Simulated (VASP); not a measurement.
A run of VASP 6.6.1:

The input INCAR:

```
SYSTEM = InAs
  ALGO = Normal
  EDIFF = 1E-6
  EDIFFG = -0.01
  ENCUT = 600
  GGA = PS
  IBRION = 2
  ISIF = 3
  ISMEAR = 0
  KPAR = 2
  LASPH = .True.
  LCHARG = .False.
  LREAL = .False.
  LWAVE = .False.
  NELM = 80
  NSW = 90
  PREC = Accurate
  SIGMA = 0.03
```

Contents of KPOINTS:

```
k-points
0
Gamma
  10 10 10
  0 0 0
```

POSCAR

```
InAs
1.0
    0.0000000000      3.0180000000      3.0180000000
    3.0180000000      0.0000000000      3.0180000000
    3.0180000000      3.0180000000      0.0000000000
In As
1 1
Direct
    0.0000000000      0.0000000000      0.0000000000
    0.2500000000      0.2500000000      0.2500000000
```

Potentials or basis: VASP PAW PBE potentials, release 64 (In_d, As).

Command:

```bash
$ cat potpaw_PBE.64/In_d/POTCAR potpaw_PBE.64/As/POTCAR > POTCAR
$ mpirun -np 2 vasp_std > vasp.out
```

Hardware: 2 MPI ranks on AMD EPYC 9R45 (Zen 5), with other jobs on the host.

Q: How long does it take, and how much memory?

A: Wall time 32 s on 2 MPI ranks on AMD EPYC 9R45 (Zen 5), on a shared host, peak memory 0.21 GiB a rank. Counts: scf iterations 28, k points 47, ion steps 3.
